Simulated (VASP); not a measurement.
Crystal: ZnCu.

```xyz
2
Lattice="2.9450 0.0000 0.0000 0.0000 2.9450 0.0000 0.0000 0.0000 2.9450" Properties=species:S:1:pos:R:3 pbc="T T T"
Zn    1.4725    1.4725    1.4725
Cu    0.0000    0.0000    0.0000
```

Base run:

* Program: VASP 6.6.1
* Functional: PBE
* Potentials or basis: VASP PAW PBE potentials, release 64 (Zn, Cu)
* Cutoff: 520 eV
* k mesh: 9 × 9 × 9
* Occupations: gaussian, width 0.1 eV
* Spin: no spin polarisation

Its results: band gap on the k mesh none (metal or under the smearing width); pressure 3.1 GPa.

Problem. The run is repeated on the same cell with these changes: functional from PBE to RPBE; occupations from gaussian, width 0.1 eV to gaussian, width 0.02 eV. What comes out?

Solution. Band gap on the k mesh none (metal or under the smearing width); pressure 7.3 GPa.

Caveats: the PAW data sets were made with another functional, which shifts forces and pressure a little (some runs).

Not every run made on this cell is shown here.
